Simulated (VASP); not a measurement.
Here is the system:

```
RuO2
1.0
    4.52232     0.00000     0.00000
    0.00000     4.52232     0.00000
    0.00000     0.00000     3.12412
Ru O
2 4
Direct
  0.00000   0.00000   0.00000
  0.50000   0.50000   0.50000
  0.30577   0.30577   0.00000
  0.80577   0.19423   0.50000
  0.19423   0.80577   0.50000
  0.69423   0.69423   0.00000
```

The numbers are results of PBE GGA with spin-orbit coupling, VASP's PBE PAW potentials (set 64) (plane waves; VASP), not measurements. Numerical set-up: 520 eV cut-off, 6×6×9 Γ-centred mesh, Gaussian smearing of 0.050 eV, potentials Ru_pv O.

### Question
Give the energies of bands 45 to 58 at the high-symmetry points, in eV from the Fermi level.

### Answer

```tsv
band	Γ	X	M	Z	R	A
45	-1.50	-0.49	-1.42	-0.60	-1.67	-0.55
46	-1.50	-0.49	-1.42	-0.60	-1.67	-0.55
47	-1.42	-0.49	-1.42	-0.60	-1.63	-0.55
48	-1.42	-0.49	-1.42	-0.60	-1.63	-0.55
49	-1.34	-0.30	-1.21	-0.01	-0.56	-0.45
50	-1.34	-0.30	-1.21	-0.01	-0.56	-0.45
51	-1.25	-0.30	-1.21	-0.01	-0.50	-0.45
52	-1.25	-0.30	-1.21	-0.01	-0.50	-0.45
53	-0.82	0.40	0.83	0.88	1.06	0.24
54	-0.82	0.40	0.83	0.88	1.06	0.24
55	1.47	0.40	0.83	0.88	1.16	0.24
56	1.47	0.40	0.83	0.88	1.16	0.24
57	1.72	3.94	3.42	3.04	1.92	3.01
58	1.72	3.94	3.42	3.04	1.92	3.01
```

It has no gap at this level: it comes out as a metal or semimetal.

The compound is RuO2 in the rutile structure. It was relaxed first.
